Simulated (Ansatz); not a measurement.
## C: opening a crack plane

C, R-3m, a = 2.519 Å, c = 31.100 Å. Ansatz: PBE, PAW, 420 eV, Γ-centred 10×10×3 mesh on 10 atoms, Gaussian smearing 0.05 eV; no spin polarisation. One cut on (001) per cell of 10 atoms is opened rigidly by x, between planes of C and C that stand 1.55 Å apart; y is the energy per area (5.497 Å², 1 eV/Å² = 16.02 J/m²).

```
x (Å) y (J/m²)
 0.00     0.000
 0.25     1.411
 0.50         ?
 0.75     6.369
 1.00     8.473
 1.50    11.497
 2.00    13.227
 3.00    14.456
 6.00    14.628
```

Question: Fit the universal binding curve y = W[1 − (1 + x/l) e^(−x/l)] to the other rows, give the peak stress, and predict the missing value.

Answer: Least squares gives W = 14.7 J/m² and l = 0.512 Å. The stress dy/dx peaks at x = l with W/(e l) = 105.6 GPa, for rigid faces. At x = 0.50: x/l = 0.977, y = 3.758 J/m². The run gave 3.913 J/m², so the fit is 0.155 J/m² too low, within twice the rms miss on the fitted rows (0.082 J/m²).

Cost: 11 runs of about 2.9 core-minutes in all, on Arm Neoverse V1 (shared hosts).